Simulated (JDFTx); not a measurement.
The system is MnO.

```
Mn O
1.0
     0.00000    2.13585    2.13585
     2.14658   -0.01073    2.14658
     2.14658    2.14658   -0.01073
Mn O
1 1
Direct
  0.00000 0.00000 0.00000
  0.50000 0.50000 0.50000
```

The cell is a database's computed one.

The cell isn't the ideal one: relaxed cell strained by -0.01 in Voigt component 4.

Below is the output of JDFTx 1.7.0 (patched build) for this cell. Logs are shortened: lines on timing, memory, paths and dates and some standing lists are left out, and cuts for length are marked.

```text
*************** JDFTx 1.7.0 (patched build) ***************

Input parsed successfully to the following command list (including defaults):
[... the input with its defaults ...]

---------- Setting up symmetries ----------

Found 8 point-group symmetries of the bravais lattice
Found 8 space-group symmetries with basis
Applied RMS atom displacement 0 bohrs to make symmetries exact.

---------- Initializing the Grid ----------
R =
[            0      4.05645      4.05645  ]
[      4.03617   -0.0202823      4.05645  ]
[      4.03617      4.05645   -0.0202823  ]
unit cell volume = 133.493
G =
[  -0.774468    0.77836    0.77836  ]
[   0.774468  -0.770615   0.770615  ]
[   0.774468   0.770615  -0.770615  ]
Minimum fftbox size, Smin = [  52  52  52  ]
Chosen fftbox size, S = [  54  54  54  ]

---------- Initializing tighter grid for wavefunction operations ----------
R =
[            0      4.05645      4.05645  ]
[      4.03617   -0.0202823      4.05645  ]
[      4.03617      4.05645   -0.0202823  ]
unit cell volume = 133.493
G =
[  -0.774468    0.77836    0.77836  ]
[   0.774468  -0.770615   0.770615  ]
[   0.774468   0.770615  -0.770615  ]
Minimum fftbox size, Smin = [  36  36  36  ]
Chosen fftbox size, S = [  36  36  36  ]

---------- Exchange Correlation functional ----------
Initalized PBEsol GGA exchange.
Initalized PBEsol GGA correlation.

---------- Setting up pseudopotentials ----------
Width of ionic core gaussian charges (only for fluid interactions / plotting) set to 0

Reading pseudopotential file 'pseudo/Mn.upf':
  'Mn' pseudopotential, 'PBESOL' functional
  Generated using ONCVPSP code by D. R. Hamann
  15 valence electrons, 4 orbitals, 6 projectors, 1001 radial grid points, with lMax = 2
[... 55 lines left out ...]
SCF: Cycle:  1   F: -119.843455354995697   dF: -1.789e-03   |Residual|: 1.734e-02   |deigs|: 1.242e-02
	FillingsUpdate:  mu: +0.562427002  nElectrons: 21.000000  magneticMoment: [ Abs: 4.24145  Tot: +4.24131 ]
SCF: Cycle:  2   F: -119.843509191049719   dF: -5.384e-05   |Residual|: 5.948e-03   |deigs|: 2.073e-03
	FillingsUpdate:  mu: +0.563021946  nElectrons: 21.000000  magneticMoment: [ Abs: 4.24339  Tot: +4.24328 ]
SCF: Cycle:  3   F: -119.843517166101705   dF: -7.975e-06   |Residual|: 2.836e-03   |deigs|: 8.471e-04
	FillingsUpdate:  mu: +0.563146732  nElectrons: 21.000000  magneticMoment: [ Abs: 4.24527  Tot: +4.24514 ]
SCF: Cycle:  4   F: -119.843520410349399   dF: -3.244e-06   |Residual|: 1.544e-03   |deigs|: 2.581e-04
	FillingsUpdate:  mu: +0.563283302  nElectrons: 21.000000  magneticMoment: [ Abs: 4.24410  Tot: +4.24397 ]
SCF: Cycle:  5   F: -119.843520847992338   dF: -4.376e-07   |Residual|: 3.064e-04   |deigs|: 1.351e-04
	FillingsUpdate:  mu: +0.563286507  nElectrons: 21.000000  magneticMoment: [ Abs: 4.24383  Tot: +4.24370 ]
SCF: Cycle:  6   F: -119.843520861957657   dF: -1.397e-08   |Residual|: 1.017e-04   |deigs|: 4.089e-05
	FillingsUpdate:  mu: +0.563294380  nElectrons: 21.000000  magneticMoment: [ Abs: 4.24390  Tot: +4.24377 ]
SCF: Cycle:  7   F: -119.843520864605125   dF: -2.647e-09   |Residual|: 4.297e-05   |deigs|: 4.307e-05
	FillingsUpdate:  mu: +0.563292427  nElectrons: 21.000000  magneticMoment: [ Abs: 4.24389  Tot: +4.24376 ]
SCF: Cycle:  8   F: -119.843520865831522   dF: -1.226e-09   |Residual|: 9.022e-06   |deigs|: 4.580e-05
	FillingsUpdate:  mu: +0.563291353  nElectrons: 21.000000  magneticMoment: [ Abs: 4.24388  Tot: +4.24375 ]
SCF: Cycle:  9   F: -119.843520865974057   dF: -1.425e-10   |Residual|: 3.030e-06   |deigs|: 3.877e-05
	FillingsUpdate:  mu: +0.563290948  nElectrons: 21.000000  magneticMoment: [ Abs: 4.24388  Tot: +4.24375 ]
SCF: Cycle: 10   F: -119.843520866008404   dF: -3.435e-11   |Residual|: 1.615e-06   |deigs|: 4.123e-05
	FillingsUpdate:  mu: +0.563291013  nElectrons: 21.000000  magneticMoment: [ Abs: 4.24388  Tot: +4.24375 ]
SCF: Cycle: 11   F: -119.843520866018764   dF: -1.036e-11   |Residual|: 3.943e-07   |deigs|: 1.173e-04
SCF: Converged (|Delta E|<1.000000e-10 for 2 iters).

Setting wave functions to eigenvectors of Hamiltonian

# Stress tensor in Cartesian coordinates [Eh/a0^3]:
[  1.14622e-06            0            0  ]
[            0 -1.19898e-07 -2.16389e-05  ]
[            0 -2.16389e-05 -1.19898e-07  ]

# Ionic positions in lattice coordinates:
ion Mn   0.000000000000000   0.000000000000000   0.000000000000000 1
ion O   0.500000000000000   0.500000000000000   0.500000000000000 1

# Forces in Cartesian coordinates:
force Mn  -0.000000000000000  -0.000000000000000   0.000000000000000 1
force O  -0.000000000000000  -0.000000000000000   0.000000000000000 1

# Energy components:
   Eewald =      -85.8395036270440954
       EH =       30.0540884872250054
     Eloc =      -96.7175450211674814
      Enl =      -10.1806097299415192
      Exc =      -22.3622644399551973
 Exc_core =        5.4350120143331688
       KE =       59.7675624629039319
-------------------------------------
     Etot =     -119.8432598536461740
       TS =        0.0002610123725872
-------------------------------------
        F =     -119.8435208660187641

IonicMinimize: Iter:   0  F: -119.843520866018764  |grad|_K:  1.571e-42
IonicMinimize: Converged (|grad|_K<2.000000e-05).

#--- Lowdin population analysis ---
# oxidation-state Mn +1.064
# magnetic-moments Mn +4.044
# oxidation-state O -0.945
# magnetic-moments O +0.196

Dumping 'run.eigStats' ...
	eMin: -2.419474 at state 0 ( [ +0.000000 +0.000000 +0.000000 ] spin 1 )
	HOMO: +0.559086 at state 0 ( [ +0.000000 +0.000000 +0.000000 ] spin 1 )
	mu  : +0.563291
	LUMO: +0.566906 at state 5 ( [ +0.000000 +0.200000 -0.400000 ] spin 1 )
	eMax: +1.568626 at state 34 ( [ +0.000000 +0.400000 +0.400000 ] spin -1 )
	HOMO-LUMO gap: +0.007820
	Optical gap  : +0.035394 at state 5 ( [ +0.000000 +0.200000 -0.400000 ] spin 1 )
Done!
[note: the HOMO, LUMO and gaps printed at the end count levels as full or empty at half filling, so they show a gap where a level is partly filled]
```

What input gives this log?

Relaxation of the atoms with PBEsol, collinear spin, ferromagnetic start. The files as run (others can give the same):

MnO.in
```
lattice \
    0.0000000000     4.0564500054     4.0564500054 \
    4.0361677553    -0.0202822500     4.0564500054 \
    4.0361677553     4.0564500054    -0.0202822500
coords-type Lattice
ion Mn     0.0000000000     0.0000000000     0.0000000000 1
ion O      0.5000000000     0.5000000000     0.5000000000 1

ion-species pseudo/Mn.upf
ion-species pseudo/O.upf
elec-cutoff 48 384
elec-ex-corr gga-PBEsol
kpoint-folding 5 5 5
elec-smearing Fermi 0.0018374661
elec-n-bands 19
spintype z-spin
initial-magnetic-moments Mn 4
elec-initial-magnetization 4 no
electronic-SCF nIterations 100 energyDiffThreshold 1e-10
electronic-minimize nIterations 30 energyDiffThreshold 1e-7
forces-output-coords Cartesian
ionic-minimize nIterations 20 energyDiffThreshold 1e-8 knormThreshold 2e-5

dump-name run.$VAR
dump End Ecomponents EigStats BandEigs Kpoints Forces Stress
```

Potentials or basis: PseudoDojo-SR-PBEsol-0.4.1-standard.
Launch:
```console
$ jdftx -c 1 -i MnO.in -o MnO.out
```

Caveat: the k mesh is coarse (spacing up to 0.51 Å⁻¹), so the values aren't converged; the relaxation stopped at its first step, so nothing moved; a cell with one magnetic atom can't hold antiferromagnetic order, which such compounds often take; semilocal functionals often make such compounds metallic where correlation or magnetic order opens a gap, which also shifts bond lengths.
